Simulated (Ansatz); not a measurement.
# Si in Ansatz: the effect of dispersion

Si:

```
Si
1.0
     0.00000    2.72185    2.72185
     2.72185    0.00000    2.72185
     2.72185    2.72185    0.00000
Si
2
Direct
  0.50000 0.50000 0.50000
  0.75000 0.75000 0.75000
```

Alike in all runs:

| Property | Result |
| --- | --- |
| Program | Ansatz 0.2.0 |
| Task | relaxation of cell and atoms |
| Functional | revPBE |
| Potentials or basis | Ansatz PAW |
| Cutoff | 420 eV (not typed: the program's choice for these potentials) |
| k mesh | 8 × 8 × 8 |
| Occupations | fermi-dirac, width 0.05 eV |
| Spin | no spin polarisation |

Each run relaxes the cell or the atoms first.

| dispersion | gap on the mesh (eV) | relaxed volume (Å³/atom) |
| --- | --- | --- |
| none | ? | ? |
| D3(BJ) | 0.62 | 19.62 |
| D4 | 0.62 | 19.62 |

Task: What does the run with dispersion none give?

Result: gap on the mesh 0.71 eV; relaxed volume 20.72 Å³/atom.

Caveats: the plane-wave basis is chosen anew once the cell has moved, so the energies of steps on either side of that aren't comparable; the PAW data sets come from PBE, with cores solved anew for the run's functional, which leaves a small shift of forces and pressure.

A k mesh can miss the band edges.

A gap of «none» marks a metal or a gap under the smearing width.
